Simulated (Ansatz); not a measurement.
A (001) slab of Au (Cmcm (No. 63)), 5 planes, outer planes Au (top) and Au (bottom), with 5 atoms (Au5) in a surface cell of A = 7.098 Å², as cut from the bulk:

```yaml
crystal:
  lattice:
    - [2.82003, 0.00000, 0.00000]
    - [-1.41002, 2.51700, 0.00000]
    - [0.00000, 0.00000, 24.60136]
  atoms:
    - { symbol: Au, position: [0.66386, 0.32773, 0.30486] }
    - { symbol: Au, position: [0.33614, 0.67227, 0.40243] }
    - { symbol: Au, position: [0.66386, 0.32773, 0.50000] }
    - { symbol: Au, position: [0.33614, 0.67227, 0.59757] }
    - { symbol: Au, position: [0.66386, 0.32773, 0.69514] }
```

Method: DFT PBEsol, scalar-relativistic, plane waves, PAW in Ansatz 0.2.0. Settings: cutoff 420 eV, Γ-centred mesh 14×14×1 on the computed 5-atom cell, Gaussian smearing of 0.10 eV; no spin polarisation.

Against the same 5 atoms in the bulk, the slab as cut lies 0.832 eV higher and the relaxed slab 0.830 eV higher.

(1) Work out the surface energy before and after relaxation.

(2) What is the ideal work of this cut, per area?

Results:

(1) The slab has two faces, so γ = (E_slab − N·E_bulk)/(2A), the mean of both. As cut: 0.832/(2 × 7.098) = 0.0586 eV/Å², and 1 eV/Å² = 16.02 J/m², so γ = 0.94 J/m². Relaxed: 0.830/(2 × 7.098) = 0.0585 eV/Å² = 0.94 J/m². Relaxation recovers 0.2 % of the cost of cutting.

(2) Griffith's ideal work is 2γ: 1.88 J/m² if the new faces stay rigid, 1.87 J/m² if they relax. One thickness was run, 5 planes, so γ can still shift with it.

The reference crystal is a form of Au, which isn't its usual structure.